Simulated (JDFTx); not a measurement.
## BN: equation of state with PBEsol

**The experiment to reproduce.**

“Effect of nanostructuration on compressibility of cubic BN”, 2012, arxiv:1208.3664 quotes, for a bulk crystal of BN at 300 K: bulk modulus 395 ± 2 GPa.

The system is BN.

```
N B
1.0
     0.00000    1.81300    1.81300
     1.81300    0.00000    1.81300
     1.81300    1.81300    0.00000
N B
1 1
Direct
  0.25000 0.25000 0.25000
  0.00000 0.00000 0.00000
```

The cell is a database's computed one.

- Program: JDFTx 1.7.0 (patched build)
- Task: equation of state
- Functional: PBEsol
- Potentials or basis: PseudoDojo-SR-PBEsol-0.4.1-standard with smoothed tails
- Cutoff: 1143 eV
- Density cutoff: 9143 eV
- k mesh: 13 × 13 × 13
- Occupations: fermi-dirac, width 0.05 eV
- Spin: no spin polarisation
- Local potential set to -Z/r beyond: 6 bohr
- Bands: 9
- Density cutoff over wavefunction cutoff: 8
- Max SCF steps: 100
- SCF threshold on the energy: 1e-09 Ha
- Solver of the electrons: scf

```
Equilibrium volume                      : 5.87 Å³/atom
Bulk modulus                            : 385 GPa
Pressure derivative of the bulk modulus : 3.7
```

Energy against volume, from the lowest point:
| volume (Å³/atom) | energy (meV/atom) |
| --- | --- |
| 5.602 | 15.56 |
| 5.721 | 4.51 |
| 5.840 | 0.00 |
| 5.959 | 1.45 |
| 6.078 | 8.33 |
| 6.198 | 20.13 |
| 6.317 | 36.43 |

A measured bulk modulus of BN is 395 GPa (300 K; quoted in “Effect of nanostructuration on compressibility of cubic BN”, 2012, arxiv:1208.3664); the calculated 385 GPa misses it by -2.5 %. The fit is for a static lattice scaled at fixed shape and fixed fractional positions.
